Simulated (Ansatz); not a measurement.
GaN: two-dimensional strain map

Method: DFT r2SCAN, scalar-relativistic, plane waves, PAW (Ansatz). Settings: plane waves to 500 eV, k-mesh 10×10×10 (Γ-centred), Gaussian smearing 0.05 eV. No spin polarisation. Energies are free energies at this smearing, counted from the undisturbed cell; pressure is positive in compression.

Zero of the scan (as given, not relaxed at this level; it stands at -1.2 GPa; this zinc-blende form isn't the usual structure):

```yaml
crystal:
  lattice:
    - [0.00000, 2.25350, 2.25350]
    - [2.25350, 0.00000, 2.25350]
    - [2.25350, 2.25350, 0.00000]
  atoms:
    - { symbol: Ga, position: [0.00000, 0.00000, 0.00000] }
    - { symbol: N, position: [0.75000, 0.75000, 0.75000] }
```

The cell is strained by p along both x and y and by q along z, fractional coordinates fixed. Points are written (p, q).

Energy above the undisturbed cell in meV/atom (a dash: not computed):

```csv
p \ q,-0.050,-0.025,0.000,0.025,0.050
-0.050,170.4,115.1,77.2,55.8,50.3
-0.025,70.4,35.7,16.0,10.7,19.2
0.000,21.4,4.2,0.0,8.3,28.5
0.025,16.0,13.5,22.3,41.9,71.8
0.050,47.5,57.3,76.9,105.8,143.6
```

Pressure in GPa:

```
 p \ q  -0.050  -0.025  0.000  0.025  0.050
-0.050    39.8    31.0   23.1   15.9    9.6
-0.025    23.1    16.0    9.6    3.9   -1.2
 0.000     9.6     3.9   -1.2   -5.7   -9.7
 0.025    -1.2    -5.7   -9.7  -13.2  -16.3
 0.050    -9.8   -13.3  -16.4  -19.1  -21.4
```

Gap on the k-mesh in eV:

| p \ q | -0.050 | -0.025 | 0.000 | 0.025 | 0.050 |
| --- | --- | --- | --- | --- | --- |
| -0.050 | 3.16 | 2.94 | 2.72 | 2.49 | 2.26 |
| -0.025 | 2.73 | 2.64 | 2.42 | 2.21 | 1.99 |
| 0.000 | 2.32 | 2.22 | 2.13 | 1.92 | 1.71 |
| 0.025 | 1.92 | 1.82 | 1.72 | 1.63 | 1.43 |
| 0.050 | 1.54 | 1.43 | 1.33 | 1.24 | 1.15 |